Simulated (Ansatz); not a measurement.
## BAs in Ansatz: convergence with smearing width

Input of the first run (smearing width 0.3 eV); the others differ in this setting and in those tied to it:

File input.yaml:

```yaml
crystal:
  lattice:
    - [0.0, 2.3885, 2.3885]
    - [2.3885, 0.0, 2.3885]
    - [2.3885, 2.3885, 0.0]
  atoms:
    - { symbol: As, position: [0.75, 0.75, 0.75] }
    - { symbol: B, position: [0.0, 0.0, 0.0] }
hamiltonian:
  xc: r2scan
  pseudopotentials: { kind: paw_fr }
magnetization:
  noncollinear: true
  spin_orbit: true
kpoints:
  mp_grid: { grid: [8, 8, 8] }
scf:
  occupations: { method: methfessel_paxton, width: 0.3 }
output:
  forces: true
  stress: true
  eigenvalues: true
```

Potentials or basis: Ansatz PAW.

Run with:

```bash
$ ansatz run input.yaml --threads 2 --pin off --max-ram 5632MiB --backend cpu --events-out ev --progress --plain --runs-dir out
```

Hardware: 2 threads of Intel(R) Xeon(R) Processor @ 2.50GHz (Skylake/Cascade Lake) (shared host).

```csv
smearing width,"energy less the tightest run, at zero smearing (meV/atom)",SCF cycles,CPU time (s),peak memory (GiB)
0.3 eV,-0.01,7,20,0.5
0.2 eV,0.00,7,18,0.49
0.15 eV,0.00,7,19,0.49
0.1 eV,0.00,7,20,0.49
0.05 eV,0.00,7,20,0.49
0.025 eV,0.00,7,20,0.49
0.01 eV,0.00,7,21,0.49
0.005 eV,0.00,7,21,0.49
```

Against the tightest run, the energy stays within 1 meV/atom from 0.3 eV on. The tightest run that finished is the yardstick and may itself not be fully converged.
